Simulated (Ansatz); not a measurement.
CuGaSe2, ordered on the rocksalt lattice (R-3m) with 8 atoms a cell, relaxed with r2SCAN. It is trigonal, R-3m (No. 166); conventional cell a = 3.728 Å, c = 36.932 Å, 18.52 Å³ an atom. Around Cu lie 6 Se at 2.51–2.80 Å; around Ga lie 6 Se at 2.57–2.73 Å; around Se lie 6 Cu at 2.51 Å; around Se lie 3 Ga at 2.57 Å and 3 Cu at 2.80 Å; around Se lie 6 Ga at 2.73 Å.

```cif
data_structure
_symmetry_space_group_name_H-M 'R-3m:H'
_symmetry_Int_Tables_number 166
_cell_length_a 3.7278
_cell_length_b 3.7278
_cell_length_c 36.9316
_cell_angle_alpha 90.000
_cell_angle_beta 90.000
_cell_angle_gamma 120.000
_cell_volume 444.47
loop_
_atom_site_label
_atom_site_type_symbol
_atom_site_symmetry_multiplicity
_atom_site_Wyckoff_symbol
_atom_site_fract_x
_atom_site_fract_y
_atom_site_fract_z
_atom_site_occupancy
Cu1 Cu 6 c 0.00000 0.00000 0.86811 1
Ga1 Ga 6 c 0.66667 0.33333 0.71228 1
Se1 Se 3 b 0.66667 0.33333 0.83333 1
Se2 Se 6 c 0.00000 0.00000 0.75026 1
Se3 Se 3 a 0.00000 0.00000 0.00000 1
```

The questions ask for values computed with the PAW code Ansatz on this geometry. (Calculated; non-magnetic; the phase may be known or hypothetical.)

Given (8×8×8 mesh): With PBE the bands overlap by 1.20 eV (counted from 1, band 64 peaks at Γ and band 65 bottoms out at S₂–F (0.50 of the way from S₂)): no gap.

**Question.** What does PBE+SOC give for the gap (8×8×8 mesh)?

**Answer.** PBE+SOC gives no gap: the lowest nominally empty band dips 1.26 eV below the top of the last filled one (its bottom at S₂–F (0.50 of the way from S₂), the top at Γ–T (0.75 of the way from Γ)), so the cell is a metal or semimetal at this level.

**Question.** What does r2SCAN give for the gap (8×8×8 mesh)?

**Answer.** With r2SCAN the bands overlap by 1.20 eV (counted from 1, band 64 peaks at Γ and band 65 bottoms out at k = (1/8, -3/8, -1/4)): no gap.

**Question.** What do these levels agree on?

**Answer.** No level opens a gap, but no hybrid is among them, and semilocal functionals can close a real gap.

Only the levels marked +SOC include spin-orbit coupling.

Coordinates of k points refer to the reciprocal vectors of the primitive cell of the runs.
